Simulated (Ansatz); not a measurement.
## C: which structure is lowest?

These are results of DFT, PBEsol, plane waves (420 eV) with PAW, scalar-relativistic in Ansatz 0.2.0, not measurements. (PAW data from PBE, frozen cores regenerated.)

Each structure is relaxed within its own symmetry, so a high-lying one may be dynamically unstable. No dispersion correction is added.

```tsv
structure	ΔE (meV/atom)	V (Å³/atom)	cell	magnetic state
graphite	0	9.39	a = 2.459 Å, c = 7.176 Å (c/a = 2.918)	spin not included
diamond	23	5.61	a = 3.554 Å	spin not included
lonsdaleite	47	5.63	a = 2.499 Å, c = 4.161 Å (c/a = 1.665)	spin not included
simple cubic	2596	5.41	a = 1.755 Å	spin not included
bcc	4228	6.44	a = 2.344 Å	spin not included
A15	4457	6.96	a = 3.818 Å	spin not included
fcc	4471	7.00	a = 3.036 Å	spin not included
```

ΔE counts from graphite.

Differences under about 8 meV lie within the error of the k-point mesh.
